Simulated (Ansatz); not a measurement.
# C (R-3m) in Ansatz: density of states with B3LYP

Aim: the density of states of C with B3LYP.

Everything below comes from runs of Ansatz 0.2.0. Logs are shortened: lines on timing, memory, paths and dates and some standing lists are left out, and cuts for length are marked.

### Step 1. The cell of the first run

Symmetry: R-3m, No. 166, trigonal system. Conventional cell: a = 2.290 Å, b = 2.290 Å, c = 23.067 Å, α = 90.00°, β = 90.00°, γ = 120.00°. C (site symmetry 3m) has 3 C at 1.32 Å as nearest neighbours. C (site symmetry 3m) has 3 C at 1.32 Å as nearest neighbours.

This isn't the form of C at room conditions, which is graphite.

### Step 2. Density of states, B3LYP (volume scaled by 0.8)

Input file input.yaml:

```yaml
crystal:
  lattice:
    - [1.1447904206, 0.6609450576, 7.688898754]
    - [-1.1447904206, 0.6609450576, 7.688898754]
    - [0.0, -1.321890115, 7.688898754]
  atoms:
    - { symbol: C, position: [0.08717308, 0.08717308, 0.08717308] }
    - { symbol: C, position: [0.75385006, 0.75385006, 0.75385006] }
    - { symbol: C, position: [0.24614994, 0.24614994, 0.24614994] }
    - { symbol: C, position: [0.91282692, 0.91282692, 0.91282692] }
hamiltonian:
  xc: b3lyp
  pseudopotentials: { kind: paw }
kpoints:
  mp_grid: { grid: [6, 6, 6] }
scf:
  occupations: { method: gaussian, width: 0.05 }
  n_extra_bands: 10
output:
  forces: true
  stress: true
  eigenvalues: true
  dos: { projected: false, de: 0.05 }
```

Potentials or basis: Ansatz PAW.

Command:

```
> ansatz run input.yaml --threads 2 --pin off --max-ram 5632MiB --backend cpu --events-out ev --progress --plain --runs-dir out
```

Standard output:

```text
Warning: output.stress: scf.convergence.dr2_threshold = 1e-7 eV (the SCF's general default) is looser than the 4e-10 eV advised for a printed stress (1e-10 eV for each atom of the cell: 4). What an SCF threshold leaves in a stress goes as its square root, and in the free energy as the threshold itself, and one threshold admits the most on a small cell: of the crystals measured, under no hybrid functional and no lock of the moments, on runs that ended without the residual-converged pass, on stresses that held no estimate of that error, the worst erred by over 100 MPa in a component at 1e-7 eV an atom and by under 5 at 1e-10. Set scf.convergence.dr2_threshold to 4e-10 eV or tighter. The threshold is an SCF's pass mark: one that does not reach it within its budget of iterations ends unconverged, or closes short of it on a stop that the run arms, and scf.convergence.dr2_threshold's page says what that costs each kind of run
Warning: output.stress: scf.exx.energy_threshold = 1e-6 eV is looser than the 4e-8 eV advised for a stress under a hybrid functional (1e-8 eV for each atom of the cell: 4). Every SCF of the exchange loop can meet its threshold on dr2 while the loop round them stops early: no threshold on dr2 bounds what that leaves in the stress. Set scf.exx.energy_threshold to 4e-8 eV or tighter. The threshold is the loop's pass mark: a loop that does not reach it within its budget of cycles ends unconverged, and scf.exx.energy_threshold's page has the law
Warning: RAYON_NUM_THREADS=2 ignored (pool sized by the plan → 2); use --threads N
basis.fft_grid_basis auto: the FFT boxes are laid along the combinations [[1, 0, -1], [0, 1, -1], [0, 0, 1]] of the cell's own vectors, 2.290, 2.290 and 7.802 Å long. The dense box has 16×16×54 points. Along the cell's own vectors, as sized, it would have 54×54×54, 11.39 times as many. Of the 12 symmetry operations that the crystal satisfies within crystal.symmetry.tolerance (time reversal apart; of a slab, those that keep its plane) the dense box along the cell's own vectors carries 12, and the one as laid loses 8 of those. basis.fft_grid_basis: typed keeps the cell's own vectors: state it where this run's energies or levels are differenced outside the engine with another run's, or held beside a run that keeps those vectors.
scf.n_extra_bands = 10 over 8 filled bands (N_el = 16.0): the run solves 18 bands
Engine: ansatz 0.2.0, x86_64-unknown-linux-gnu
Pseudopotentials: kind: paw
Pseudopotential: C, paw, valence charge 4, recommended cutoff 420 eV (normal), C.paw.azcp
Functional definition: B3LYP
  parameter a0 = 0.2
  parameter ax = 0.72
  parameter ac = 0.81
  exchange = (1 - a0 - ax)*slater_x + ax*b88_x + a0*exact_x
  correlation = (1 - ac)*vwn_rpa_c + ac*lyp_c
Crystal: 4 atoms, lattice volume = 34.907 Å³
Basis set: ecut = 420 eV, 673 PW (Γ), FFT grids on a1−a3, a2−a3, a3, exchange–correlation on 32×32×108 points (8 copies of the dense FFT grid, shifted against one another)
Bands: 18, of which v1, the nominal top of the filled ones, is band 8 counted from 1 (7 counted from 0)
Symmetry: 12 space group operations
Space group: R-3m (ITA 166), of the structure as read, at distance tolerance 3.3e-5 Å
k-points: 32 of 216
Non-local potential: C, projectors of the file, l = 0: 2, l = 1: 2, l = 2: 1
PAW form: soft (Blöchl's): semilocal exchange-correlation on the pseudo side does not see the compensation charge
PAW frozen core: C, regenerated for the run's functional, and the local potential with it (the file was generated under x = pbe(κ = 0.804, μ = 0.2195149727645171), c = pbe(β = 0.06672455060314922))
PAW one-centre angular grid: C, 110 points (default); XC on 64 Gauss nodes
Initial density: superposition of atomic densities (neutral atoms: chi_scale 0, normalization atom), corrected by the library's trained network
Initial wavefunctions: pseudopotential atomic-orbital guess
Functional: x = 0.1 slater + 0.9 b88, c = 0.19 vwn_rpa + 0.81 lyp, warm-up for x = 0.08 slater + 0.72 b88 + 0.2 exact, c = 0.19 vwn_rpa + 0.81 lyp
SCF iter   1: F=—  HF=-1006.067135 eV  |F-HF|=—  |Δ(HF+E_count)|=         —  Δρ=9.50e-3  dr2=2.16e-2  ethr=1.77e-3  ⟨swp⟩=8.0  Hψ=2831  notcnv=0
preconditioner: auto → none  [insulator: Δε(μ)=0.260 eV  Ē_g=21.595 eV  σ=0.050 eV  W_gap=1.00  n_scr=4 (ndim 8)  ℏωp=25.1 eV  f_vac=0.148  D(μ)=0.00/eV (n_scr^D=0)]
[... 28 lines left out ...]
SCF iter   4: F=—  HF=-1006.908003 eV  |F-HF|=—  |Δ(HF+E_count)|=   4.23e-8  Δρ=3.71e-6  dr2=6.53e-9  ethr=3.23e-11  ⟨swp⟩=2.7  Hψ=878  notcnv=0  defer=19
SCF iter   5: F=-1006.908003 eV  HF=-1006.908003 eV  |F-HF|=5.80e-11  |Δ(HF+E_count)|=   9.96e-9  Δρ=1.13e-6  dr2=2.87e-10  ethr=1.92e-11  ⟨swp⟩=3.6  Hψ=1122  notcnv=0  defer=12
SCF 3 converged in 5 iterations: F = -1006.908003 eV  dr2 = 2.87e-10
  Residual-converged pass: ⟨swp⟩=2.8  Hψ=881  notcnv=0  max |occ|·‖R‖ = 6.0e-7 eV (tolerance 6.3e-7 eV)  dr2=2.85e-10  dr2_onsite=5.56e-12  max |Δocc| = 4.4e-35
hybrid outer 2: dexx = +6.022e-7 eV, tail = 3.58e-9 eV, Δε = 1.43e-3 eV (about 3.46e-5 eV left of the loop's levels), ΔF = 4.89e-4 eV/Å (tail 1.26e-4)
hybrid SCF converged: 2 outer / 12 inner (+5 warm-up), last move |dexx| = 6.02e-7 eV, tail = 3.58e-9 eV
Stability not checked: this state was not tested for a lower state beside it, because the functional holds exact exchange (a hybrid, or Hartree-Fock), whose exchange loop this test does not read (fock_operator; see scf.lower_state_search)
Free energy (F): -1006.908003 eV
Frozen-core exchange: fock
Harris-Foulkes:  -1006.908003 eV  (|F-HF|=5.80e-11)
Internal energy: -1006.908003 eV  (E = F + TS)
E sigma→0 (E₀):  -1006.908003 eV
Fermi energy:    7.353117 eV
--- Per-component energies (eV) ---
  E_band       = -67.940293
  E_kinetic    = 393.200432
  E_local      = -878.461770  (includes V_loc(G=0)·N_el)
  E_nonlocal   = 119.051999
  E_hartree    = 300.059321
  E_xc         = -162.192978
  E_vxc        = -200.015987  (∫ρ·V_xc dr)
  E_exx        = -35.885259  (= α·E_x^exact, valence–valence)
  E_paw        = -406.767729  (= ΣΔE_a)
  E_vpaw       = -30.062936  (= ΣTr[D̂ρ^β])
  E_aug_tail   = 0.000043  (compensation charges beyond the density's cutoff)
  E_ewald      = -335.881306
  E_core_change = -0.030756  (= ΣΔE_core)
  E_smearing   = -0.000000  (= −TS)
  E_closure    = -0.000000  (closes the sum)
  Σ components = -1006.908003   (vs F -1006.908003, Δ=0.00e0)
--- Forces (eV/Å), atoms counted from 1 ---
  atom   1  C      0.00000000     0.00000000     0.01071656
  atom   2  C      0.00000000     0.00000000     0.00862367
  atom   3  C      0.00000000    -0.00000000    -0.00862367
  atom   4  C      0.00000000    -0.00000000    -0.01071656
  max |Σ_I F_I| component: 1.73e-18 eV/Å
--- Stress (GPa, compression-positive) ---
      106.424917       0.000000       0.000000
        0.000000     106.424917      -0.000000
        0.000000      -0.000000      -0.021492
  P = ⅓ Tr σ = 70.9428 GPa (709.428 kbar)
--- Band table (eV; the first three rows and the last of 32) ---
  k-point 0: bands = ["-16.4572", "-16.3597", "-3.7325", "-2.8023", "3.1305", "3.1305", "3.1331", "3.1331", "10.3230", "15.0012", "18.3688", "18.3688", "18.3824", "18.3824", "20.0147", "23.3178", "23.3949", "26.7181"]
  k-point 1: bands = ["-15.6672", "-15.5761", "-2.7026", "-1.7998", "0.4775", "0.4889", "1.6642", "1.6682", "11.3360", "15.8381", "18.5035", "18.6318", "20.2872", "20.4506", "21.1773", "21.6096", "21.6254", "27.4099"]
  k-point 2: bands = ["-13.3309", "-13.2569", "-4.6503", "-4.6220", "-0.4154", "-0.4109", "0.2880", "1.0647", "13.9051", "14.2715", "14.5616", "18.2965", "18.4338", "18.6394", "23.8046", "25.5019", "27.0123", "28.5458"]
  k-point 31: bands = ["-16.4285", "-16.3893", "-3.4195", "-3.1661", "3.1298", "3.1298", "3.1347", "3.1347", "11.8176", "12.4555", "18.3653", "18.3653", "18.3879", "18.3879", "23.2211", "23.3015", "23.4116", "25.6021"]
```

It took 76 s on 2 threads of Intel Xeon at 2.50GHz (Skylake/Cascade Lake), shared host; peak memory 0.89 GiB.

What came out:

| Quantity | Value |
| --- | --- |
| Free energy | -1006.9080 eV |
| Pressure | 70.9 GPa |
| Largest force | 0.011 eV/Å |
| Band gap on the k mesh | 0.76 eV, direct |

Forces in eV/Å, atoms in the order of the input:
```
C    0.000  0.000  0.011
C    0.000  0.000  0.009
C    0.000  0.000 -0.009
C    0.000  0.000 -0.011
```

Stress tensor (GPa, compression positive):
```
106.42   0.00   0.00
  0.00 106.42   0.00
  0.00   0.00  -0.02
```

Levels at points of the mesh, in eV from the valence-band top:
| k point | band 4 | band 5 | band 6 | band 7 | band 8 | band 9 | band 10 | band 11 | band 12 | band 13 |
| --- | --- | --- | --- | --- | --- | --- | --- | --- | --- | --- |
| (0.00, 0.00, 0.00) | -9.78 | -3.84 | -3.84 | -3.84 | -3.84 | 3.35 | 8.03 | 11.39 | 11.39 | 11.41 |
| (0.00, 0.00, -0.50) | -16.27 | -8.20 | -8.20 | -3.46 | -2.94 | 2.37 | 3.15 | 11.19 | 11.26 | 12.30 |
| (0.00, -0.50, -0.50) | -16.28 | -8.21 | -8.20 | -3.35 | -3.05 | 2.52 | 2.96 | 11.15 | 11.31 | 12.88 |
| (-0.50, -0.50, -0.50) | -10.14 | -3.85 | -3.85 | -3.84 | -3.84 | 4.84 | 5.48 | 11.39 | 11.39 | 11.41 |

States per cell in windows of 1 eV (zero at the valence-band top; states under -8 eV left out):
```tsv
from (eV)	total
-8.0	1.03
-7.0	1.26
-6.0	1.13
-5.0	0.80
-4.0	0.85
-3.0	0.26
-2.0	0.15
-1.0	0.04
0.0	0.00
1.0	0.09
2.0	0.28
3.0	0.77
4.0	0.71
5.0	0.66
6.0	0.68
7.0	0.45
```

Caveat: the k mesh is coarse (spacing up to 0.53 Å⁻¹), so the values aren't converged, least of all with exact exchange; the cell as given lies far from equilibrium; so large a pressure means that the cell lies far from this level's equilibrium, or that cutoff or potentials fall short; the pressure holds a Pulay correction of +0.6 GPa for the finite cutoff; the PAW data sets come from PBE, with cores solved anew for the run's functional, which leaves a small shift of forces and pressure; the thresholds are loose for stress.
